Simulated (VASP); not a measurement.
A run of VASP 6.6.1 is set up as follows.

Contents of INCAR:

```
SYSTEM = Cs2AgBiBr6
PREC = Accurate
ENCUT = 600
EDIFF = 1E-6
ISMEAR = 0
SIGMA = 0.03
LREAL = .FALSE.
LASPH = .TRUE.
NELM = 80
ALGO = Normal
ISIF = 3
LWAVE = .FALSE.
LCHARG = .FALSE.
IBRION = 2
NSW = 90
EDIFFG = -0.01
KPAR = 2
```

Contents of KPOINTS:

```
regular mesh
0
G
  4 4 4
  0 0 0
```

File POSCAR:

```
Cs2AgBiBr6
1.0
    0.0000000000      5.6161000000      5.6161000000
    5.6161000000      0.0000000000      5.6161000000
    5.6161000000      5.6161000000      0.0000000000
Cs Ag Bi Br
2 1 1 6
Direct
    0.2500000000      0.2500000000      0.2500000000
    0.7500000000      0.7500000000      0.7500000000
    0.5000000000      0.5000000000      0.5000000000
    0.0000000000      0.0000000000      0.0000000000
    0.2505500000      0.7494500000      0.2505500000
    0.2505500000      0.7494500000      0.7494500000
    0.7494500000      0.2505500000      0.7494500000
    0.7494500000      0.2505500000      0.2505500000
    0.2505500000      0.2505500000      0.7494500000
    0.7494500000      0.7494500000      0.2505500000
```

Potentials or basis: VASP PAW LDA potentials, release 64 (Cs_sv, Ag, Bi_d, Br).

Run with:

```bash
$ cat potpaw_LDA.64/Cs_sv/POTCAR potpaw_LDA.64/Ag/POTCAR potpaw_LDA.64/Bi_d/POTCAR potpaw_LDA.64/Br/POTCAR > POTCAR
$ mpirun -np 2 vasp_std > vasp.out
```

Predict the space group after relaxing (to 0.05 Å).

Fm-3m (No. 225).

Estimate the relaxed volume.

33.35 Å³/atom.

What does it give for the relaxed cell?

a = 7.784 Å, b = 7.784 Å, c = 7.784 Å, α = 60.00°, β = 60.00°, γ = 60.00°.

What does it give for the band gap on the k mesh?

0.95 eV, indirect (least direct gap 2.28 eV).

Final structure:
```
CELL_PARAMETERS angstrom
0.00000 5.50404 5.50404
5.50404 0.00000 5.50404
5.50404 5.50404 0.00000
ATOMIC_POSITIONS crystal
Cs 0.25000 0.25000 0.25000
Cs 0.75000 0.75000 0.75000
Ag 0.50000 0.50000 0.50000
Bi 0.00000 0.00000 0.00000
Br 0.25543 0.74457 0.25543
Br 0.25543 0.74457 0.74457
Br 0.74457 0.25543 0.74457
Br 0.74457 0.25543 0.25543
Br 0.25543 0.25543 0.74457
Br 0.74457 0.74457 0.25543
```

Caveat: spin-orbit coupling is left out, which as a rule narrows the gap of such compounds by several tenths of an eV. Zero-point motion and thermal expansion aren't in these numbers.
